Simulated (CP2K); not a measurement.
# GaSb (F-43m) in CP2K: reference runs

Aim: a first look at GaSb with PBE, on the cell as given and on a disturbed one.

All numbers are computed with CP2K 2026.2; they aren't measurements. Logs are shortened: lines on timing, memory, paths and dates and some standing lists are left out, and cuts for length are marked.

**Measured values to compare with.**

A printed reference work, data compilation reports, for a bulk crystal of GaSb at 4.2 K: band gap 0.811 eV (direct).

The runs below are set against these values where they give the same quantity.

## (1) The structure

The structure is cubic, space group F-43m (No. 216). Conventional cell: a = 6.118 Å, b = 6.118 Å, c = 6.118 Å, α = 90.00°, β = 90.00°, γ = 90.00°. Sb (site symmetry -43m) is surrounded by 4 Ga at 2.65 Å. Ga (site symmetry -43m) is surrounded by 4 Sb at 2.65 Å.

## (2) Single point, PBE

gasb_scf.inp reads:

```
&GLOBAL
  PROJECT gasb_scf
  RUN_TYPE ENERGY_FORCE
  PRINT_LEVEL LOW
&END GLOBAL
&FORCE_EVAL
  METHOD QS
  STRESS_TENSOR ANALYTICAL
  &DFT
    BASIS_SET_FILE_NAME BASIS_MOLOPT_UZH
    POTENTIAL_FILE_NAME POTENTIAL_UZH
    &MGRID
      CUTOFF 450
      REL_CUTOFF 60
      NGRIDS 5
    &END MGRID
    &QS
      METHOD GPW
      EPS_DEFAULT 1.0E-10
    &END QS
    &KPOINTS
      SCHEME MONKHORST-PACK 8 8 8
      GAMMA_CENTERED T
      SYMMETRY T
      SYMMETRY_BACKEND SPGLIB
    &END KPOINTS
    &SCF
      SCF_GUESS ATOMIC
      EPS_SCF 1.0E-6
      MAX_SCF 100
      ADDED_MOS 10
      CHOLESKY OFF
      EPS_EIGVAL 1.0E-7
      &DIAGONALIZATION ON
        ALGORITHM STANDARD
      &END DIAGONALIZATION
      &MIXING ON
        METHOD BROYDEN_MIXING
        ALPHA 0.4
        BETA 1.5
        NBUFFER 8
      &END MIXING
      &SMEAR ON
        METHOD FERMI_DIRAC
        ELECTRONIC_TEMPERATURE [K] 580.226
      &END SMEAR
    &END SCF
    &XC
      &XC_FUNCTIONAL
        &GGA_X_PBE
        &END GGA_X_PBE
        &GGA_C_PBE
        &END GGA_C_PBE
      &END XC_FUNCTIONAL
    &END XC
    &PRINT
      &KPOINTS ON
      &END KPOINTS
      &MULLIKEN ON
        &EACH
          QS_SCF 0
          GEO_OPT 0
          CELL_OPT 0
          MD 0
        &END EACH
        ADD_LAST NUMERIC
      &END MULLIKEN
      &MO ON
        ENERGIES T
        OCCUPATION_NUMBERS T
        &EACH
          QS_SCF 0
          GEO_OPT 0
          CELL_OPT 0
          MD 0
        &END EACH
        ADD_LAST NUMERIC
      &END MO
      &LOWDIN ON
        &EACH
          QS_SCF 0
          GEO_OPT 0
          CELL_OPT 0
          MD 0
        &END EACH
        ADD_LAST NUMERIC
      &END LOWDIN
      &HIRSHFELD ON
        SHAPE_FUNCTION DENSITY
        &EACH
          QS_SCF 0
          GEO_OPT 0
          CELL_OPT 0
          MD 0
        &END EACH
        ADD_LAST NUMERIC
      &END HIRSHFELD
    &END PRINT
  &END DFT
  &SUBSYS
    &CELL
      ABC 4.3260792873 4.3260792873 4.3260792873
      ALPHA_BETA_GAMMA 60.0000000007 60.0000000005 60.0000000007
      PERIODIC XYZ
    &END CELL
    &COORD
      Sb  6.4891189309 3.7464945616 2.6491717102
      Ga  0.0000000000 0.0000000000 0.0000000000
    &END COORD
    &KIND Sb
      BASIS_SET TZVP-MOLOPT-PBE-GTH-q5
      POTENTIAL GTH-PBE-q5
    &END KIND
    &KIND Ga
      BASIS_SET TZVP-MOLOPT-PBE-GTH-q13
      POTENTIAL GTH-PBE-q13
    &END KIND
    &PRINT
      &ATOMIC_COORDINATES ON
      &END ATOMIC_COORDINATES
      &CELL ON
      &END CELL
      &SYMMETRY ON
      &END SYMMETRY
    &END PRINT
  &END SUBSYS
  &PRINT
    &FORCES ON
    &END FORCES
    &STRESS_TENSOR ON
    &END STRESS_TENSOR
  &END PRINT
&END FORCE_EVAL
```

Potentials or basis: POTENTIAL_UZH Sb GTH-PBE-q5, Ga GTH-PBE-q13; TZVP-MOLOPT-PBE-GTH basis.

Started as:

```sh
$ OMP_NUM_THREADS=1 cp2k.psmp -i gasb_scf.inp -o gasb_scf.out
```

gasb_scf.out:

```text

 CP2K| version string:                                       CP2K version 2026.2
 CP2K| Input file name                                              gasb_scf.inp

 GLOBAL| Force Environment number                                              1
 GLOBAL| Basis set file name                                    BASIS_MOLOPT_UZH
 GLOBAL| Potential file name                                       POTENTIAL_UZH
 GLOBAL| MM Potential file name                                     MM_POTENTIAL
 GLOBAL| Coordinate file name                                      __STD_INPUT__
 GLOBAL| Method name                                                        CP2K
 GLOBAL| Project name                                                   gasb_scf
 GLOBAL| Run type                                                   ENERGY_FORCE
 GLOBAL| FFT library                                                       FFTW3
[... 8 lines left out ...]
 GLOBAL| CPU model name                                                  UNKNOWN

 CELL| Volume [angstrom^3]:                                            57.249069
 CELL| Vector a [angstrom]:       4.326     0.000     0.000   |a| =     4.326079
 CELL| Vector b [angstrom]:       2.163     3.746     0.000   |b| =     4.326079
 CELL| Vector c [angstrom]:       2.163     1.249     3.532   |c| =     4.326079
 CELL| Angle (b,c), alpha [degree]:                                    60.000000
 CELL| Angle (a,c), beta  [degree]:                                    60.000000
 CELL| Angle (a,b), gamma [degree]:                                    60.000000
 CELL| Numerically orthorhombic:                                              NO
 CELL| Periodicity                                                           XYZ

 CELL_REF| Volume [angstrom^3]:                                        57.249069
 CELL_REF| Vector a [angstrom     4.326     0.000     0.000   |a| =     4.326079
 CELL_REF| Vector b [angstrom     2.163     3.746     0.000   |b| =     4.326079
 CELL_REF| Vector c [angstrom     2.163     1.249     3.532   |c| =     4.326079
 CELL_REF| Angle (b,c), alpha [degree]:                                60.000000
 CELL_REF| Angle (a,c), beta  [degree]:                                60.000000
 CELL_REF| Angle (a,b), gamma [degree]:                                60.000000
 CELL_REF| Numerically orthorhombic:                                          NO
 CELL_REF| Periodicity                                                       XYZ

[... 9 lines left out ...]

  Total number of            - Atomic kinds:                                   2
                             - Atoms:                                          2
                             - Shell sets:                                     2
                             - Shells:                                        17
                             - Primitive Cartesian functions:                 10
                             - Cartesian basis functions:                     58
                             - Spherical basis functions:                     51

  Maximum angular momentum of- Orbital basis functions:                        3
                             - Local part of the GTH pseudopotential:          0
                             - Non-local part of the GTH pseudopotential:      4

 MODULE QUICKSTEP: ATOMIC COORDINATES IN ANGSTROM

   Atom Kind Element         X             Y             Z       Z(eff)     Mass
      1    1 Sb   51      6.489119      3.746495      2.649172   5.0000 121.7600
      2    2 Ga   31      0.000000      0.000000      0.000000  13.0000  69.7230

 Crystal Symmetry Information
       International Symbol:                                               F-43m
       Point Group Symbol:                                                  -43m
       Schoenflies Symbol:                                                  Td^2
       Number of Symmetry Operations:                                         24

 SCF PARAMETERS         Density guess:                                    ATOMIC
                        --------------------------------------------------------
                        max_scf:                                             100
[... 7 lines left out ...]
                        --------------------------------------------------------
                        level_shift [a.u.]:                             0.000000
                        added MOs                                        10    0
                        --------------------------------------------------------
                        Mixing method:                            BROYDEN_MIXING
                                                charge density mixing in g-space
                        --------------------------------------------------------
                        Smear method:                                FERMI_DIRAC
                        Electronic temperature [K]:                        580.2
                        Electronic temperature [a.u.]:                  1.84E-03
                        Accuracy threshold:                             1.00E-10
[... 18 lines left out ...]
 BRILLOUIN|     3           0.04688       -0.37500       -0.37500       -0.12500
 BRILLOUIN|     4           0.01172       -0.37500       -0.37500        0.00000
 BRILLOUIN|     5           0.04688       -0.37500       -0.37500        0.12500
 BRILLOUIN|     6           0.02344       -0.37500       -0.37500        0.25000
[... 21 lines left out ...]
 BRILLOUIN|    28           0.00781        0.00000        0.00000        0.50000
 BRILLOUIN|    29           0.00586        0.00000        0.50000        0.50000
 *******************************************************************************

 Extrapolation method: initial_guess

 Number of electrons:                                                         18
 Number of occupied orbitals:                                                  9
 Number of molecular orbitals:                                                19

 Number of orbital functions:                                                 51
 Number of independent orbital functions:                                     51

 SCF WAVEFUNCTION OPTIMIZATION

  Step     Update method      Time    Convergence         Total energy    Change
  ------------------------------------------------------------------------------
     1 NoMix/Diag. 0.40E+00    2.2     0.85759351       -80.2290125327 -8.02E+01
     2 Broy./Diag. 0.40E+00    2.1     0.01343665       -80.1873448868  4.17E-02
     3 Broy./Diag. 0.40E+00    2.1     0.03350029       -80.1094342918  7.79E-02
     4 Broy./Diag. 0.40E+00    2.1     0.00860892       -80.1004303670  9.00E-03
     5 Broy./Diag. 0.40E+00    2.1     0.00576617       -80.1280742340 -2.76E-02
     6 Broy./Diag. 0.40E+00    2.1     0.00514176       -80.1366758125 -8.60E-03
     7 Broy./Diag. 0.40E+00    2.1     0.00206587       -80.1368650614 -1.89E-04
     8 Broy./Diag. 0.40E+00    2.1     0.00064164       -80.1383690418 -1.50E-03
     9 Broy./Diag. 0.40E+00    2.1     0.00009861       -80.1389234934 -5.54E-04
    10 Broy./Diag. 0.40E+00    2.1     0.00004591       -80.1389659754 -4.25E-05
    11 Broy./Diag. 0.40E+00    2.1     0.00006336       -80.1390090228 -4.30E-05
    12 Broy./Diag. 0.40E+00    2.1     0.00000833       -80.1390102277 -1.20E-06
    13 Broy./Diag. 0.40E+00    2.1     0.00000457       -80.1389984898  1.17E-05
    14 Broy./Diag. 0.40E+00    2.1     0.00000052       -80.1389954268  3.06E-06

  *** SCF run converged in    14 steps ***

  Electronic density on regular grids:        -17.9999999575        0.0000000425
  Core density on regular grids:               17.9999999972       -0.0000000028
  Total charge density on r-space grids:        0.0000000397
  Total charge density g-space grids:           0.0000000397

  Overlap energy of the core charge distribution:               0.00000000347340
  Self energy of the core charge distribution:               -109.24705457334224
  Core Hamiltonian energy:                                     31.71338392885125
  Hartree energy:                                               8.99975046990267
  Exchange-correlation energy:                                -11.60505903791810
  Electronic entropic energy:                                  -0.00001621764344
  Fermi energy:                                                 0.14770793805565

  Total energy:                                               -80.13899542677594
  Total energy (extrapolated to T->0):                        -80.13898731795422

 MO| EIGENVALUES AND OCCUPATION NUMBERS FOR K POINT 1
 MO|
 MO|  Index      Eigenvalue [a.u.]        Eigenvalue [eV]             Occupation
 MO|      1              -0.410201             -11.162147               2.000000
 MO|      2              -0.409082             -11.131694               2.000000
 MO|      3              -0.409082             -11.131694               2.000000
 MO|      4              -0.407603             -11.091433               2.000000
 MO|      5              -0.407603             -11.091432               2.000000
 MO|      6              -0.230842              -6.281526               2.000000
[... 343 lines left out ...]
 MO|     18               0.661389              17.997310               0.000000
 MO|     19               0.702130              19.105925               0.000000
 MO| Sum:                                                              18.000000
 MO| E(Fermi):            0.147708 a.u.          4.019337 eV

 [... the levels of further k-points ...]

 !-----------------------------------------------------------------------------!
                     Mulliken Population Analysis

 #  Atom  Element  Kind  Atomic population                           Net charge
       1     Sb       1          4.632573                              0.367427
       2     Ga       2         13.367427                             -0.367427
 # Total charge                             18.000000                  0.000000

 !-----------------------------------------------------------------------------!

 !-----------------------------------------------------------------------------!
                           Hirshfeld Charges

  #Atom  Element  Kind  Ref Charge     Population                    Net charge
      1       Sb     1       5.000          5.056                        -0.056
      2       Ga     2      13.000         12.944                         0.056

  Total Charge                                                           -0.000
 !-----------------------------------------------------------------------------!

 LOWDIN POPULATION ANALYSIS

 #  Atom  Element  Kind  Atomic population                           Net charge
       1     Sb       1          3.643301                              1.356699
       2     Ga       2         14.356699                             -1.356699
 # Total charge                             18.000000                  0.000000

 ENERGY| Total FORCE_EVAL ( QS ) energy [hartree]            -80.138993846608656

 FORCES| Atomic forces [hartree/bohr]
 FORCES|   Atom     x               y               z               |f|
 FORCES|      1 -3.02993631E-05 -1.74681753E-05 -1.23825246E-05   3.71014214E-05
 FORCES|      2 -2.14936581E-05 -1.24345039E-05 -8.76179113E-06   2.63317909E-05
 FORCES| Sum    -5.17930212E-05 -2.99026792E-05 -2.11443157E-05
 FORCES| Total atomic force                                       6.34331881E-05

 STRESS| Analytical stress tensor [bar]
 STRESS|                        x                   y                   z
 STRESS|      x        2.97497853990E+04   3.00961510749E+02   2.12562588875E+02
 STRESS|      y        3.00961510749E+02   2.94024636106E+04   1.22946263366E+02
 STRESS|      z        2.12562588875E+02   1.22946263366E+02   2.93158566667E+04
 STRESS| 1/3 Trace                                             2.94893685588E+04
 STRESS| Determinant                                           2.56386598717E+13

 STRESS| Eigenvectors and eigenvalues of the analytical stress tensor [bar]
 STRESS|                        1                   2                   3
 STRESS| Eigenvalues   2.92286001567E+04   2.92290940368E+04   3.00104114828E+04
 STRESS|      x          -0.377190695388     -0.437275469949      0.816405133921
 STRESS|      y           0.872520883717      0.127797445695      0.471566665860
 STRESS|      z          -0.310539026194      0.890201087538      0.333327972058
```

It took 35 s on 1 thread of Arm Neoverse V2, shared host; peak memory 0.34 GiB.

What came out:

```yaml
Free_energy: -2180.6929 eV
Pressure: 2.9 GPa
Band_gap_on_the_k_mesh: 0.08 eV, direct
Mulliken_charges: Sb +0.37; Ga -0.37 e
Hirshfeld_charges: Sb -0.06; Ga +0.06 e
```

Levels at points of the mesh, in eV from the valence-band top:
```tsv
k point	band 6	band 7	band 8	band 9	band 10	band 11	band 12	band 13
(0.00, 0.00, 0.00)	-11.47	0.00	0.00	0.00	0.08	2.81	2.81	2.81
(0.00, 0.00, 0.50)	-9.84	-6.38	-1.15	-1.15	0.41	3.78	3.78	6.94
(0.00, 0.50, 0.50)	-9.00	-6.83	-2.57	-2.57	0.90	1.25	8.89	8.89
```

Caveat: Mulliken charges move with the basis; spin-orbit coupling is left out, which moves the levels of the heavy elements; the basis of atomic orbitals isn't converged, which shifts pressures, moduli and gaps.

## (3) Single point, PBE (atoms moved at random, drawn with an rms of 0.05 Å)

gasb_scf.inp, as its differences from that of step 2:

```diff
@@ -48,7 +48,3 @@
     &XC
-      &XC_FUNCTIONAL
-        &GGA_X_PBE
-        &END GGA_X_PBE
-        &GGA_C_PBE
-        &END GGA_C_PBE
+      &XC_FUNCTIONAL PBE
       &END XC_FUNCTIONAL
@@ -101,4 +97,5 @@
     &CELL
-      ABC 4.3260792873 4.3260792873 4.3260792873
-      ALPHA_BETA_GAMMA 60.0000000007 60.0000000005 60.0000000007
+      A 4.3260792873 0.0000000000 0.0000000000
+      B 2.1630396436 3.7464945616 0.0000000000
+      C 2.1630396436 1.2488315205 3.5322289469
       PERIODIC XYZ
@@ -106,4 +103,4 @@
     &COORD
-      Sb  6.4891189309 3.7464945616 2.6491717102
-      Ga  0.0000000000 0.0000000000 0.0000000000
+      Sb  6.4742026095 3.7183683781 2.6577197042
+      Ga  0.0118231747 0.0389335715 0.0043022549
     &END COORD
@@ -122,4 +119,2 @@
       &END CELL
-      &SYMMETRY ON
-      &END SYMMETRY
     &END PRINT
```

Potentials or basis: POTENTIAL_UZH Sb GTH-PBE-q5, Ga GTH-PBE-q13; TZVP-MOLOPT-PBE-GTH basis.

Started as:

```sh
$ OMP_NUM_THREADS=1 cp2k.psmp -i gasb_scf.inp -o gasb_scf.out
```

gasb_scf.out:

```text

 CP2K| version string:                                       CP2K version 2026.2
 CP2K| Input file name                                              gasb_scf.inp

 GLOBAL| Force Environment number                                              1
 GLOBAL| Basis set file name                                    BASIS_MOLOPT_UZH
 GLOBAL| Potential file name                                       POTENTIAL_UZH
 GLOBAL| MM Potential file name                                     MM_POTENTIAL
 GLOBAL| Coordinate file name                                      __STD_INPUT__
 GLOBAL| Method name                                                        CP2K
 GLOBAL| Project name                                                   gasb_scf
 GLOBAL| Run type                                                   ENERGY_FORCE
 GLOBAL| FFT library                                                       FFTW3
[... 8 lines left out ...]
 GLOBAL| CPU model name                                                  UNKNOWN

 CELL| Volume [angstrom^3]:                                            57.249069
 CELL| Vector a [angstrom]:       4.326     0.000     0.000   |a| =     4.326079
 CELL| Vector b [angstrom]:       2.163     3.746     0.000   |b| =     4.326079
[... 553 lines left out ...]

 #  Atom  Element  Kind  Atomic population                           Net charge
       1     Sb       1          3.643294                              1.356706
       2     Ga       2         14.356706                             -1.356706
 # Total charge                             18.000000                 -0.000000

 ENERGY| Total FORCE_EVAL ( QS ) energy [hartree]            -80.138172803010264

 FORCES| Atomic forces [hartree/bohr]
 FORCES|   Atom     x               y               z               |f|
 FORCES|      1  3.63038073E-03  1.15250788E-02 -1.37451838E-03   1.21612666E-02
 FORCES|      2 -3.82159419E-03 -1.13772743E-02  2.40545896E-03   1.22406366E-02
 FORCES| Sum    -1.91213465E-04  1.47804469E-04  1.03094057E-03
 FORCES| Total atomic force                                       1.05888961E-03

 STRESS| Analytical stress tensor [bar]
 STRESS|                        x                   y                   z
 STRESS|      x        1.99576093000E+04  -3.95757573861E+03  -2.27198564630E+03
 STRESS|      y       -3.95757573861E+03   4.51459681608E+04  -9.20902020625E+03
 STRESS|      z       -2.27198564630E+03  -9.20902020625E+03   2.87780134919E+04
 STRESS| 1/3 Trace                                             3.12938636509E+04
 STRESS| Determinant                                           2.33872454934E+13

 STRESS| Eigenvectors and eigenvalues of the analytical stress tensor [bar]
 STRESS|                        1                   2                   3
 STRESS| Eigenvalues   1.77500118567E+04   2.66021985470E+04   4.95293805489E+04
 STRESS|      x           0.878918353741     -0.468031972319     -0.091916268113
 STRESS|      y           0.261135347477      0.310914733393      0.913860141847
 STRESS|      z           0.399137642618      0.827211038035     -0.395488357349
```

Wall time 53 s (1 thread of Arm Neoverse V2, shared host); peak memory 0.38 GiB.

Results:

| Quantity | Value |
| --- | --- |
| Free energy | -2180.6706 eV |
| Pressure | 3.1 GPa |
| Largest force | 0.629 eV/Å |
| Band gap on the k mesh | 0.12 eV, direct |
| Mulliken charges | Sb +0.37; Ga -0.37 e |
| Hirshfeld charges | Sb -0.06; Ga +0.06 e |

Forces on the atoms (eV/Å):
```
Sb   0.187  0.593 -0.071
Ga  -0.197 -0.585  0.124
```

Caveat: Mulliken charges move with the basis; spin-orbit coupling is left out, which moves the levels of the heavy elements; the basis of atomic orbitals isn't converged, which shifts pressures, moduli and gaps. A k mesh can miss the band edges.

(Part 1 of 2 ends here.)
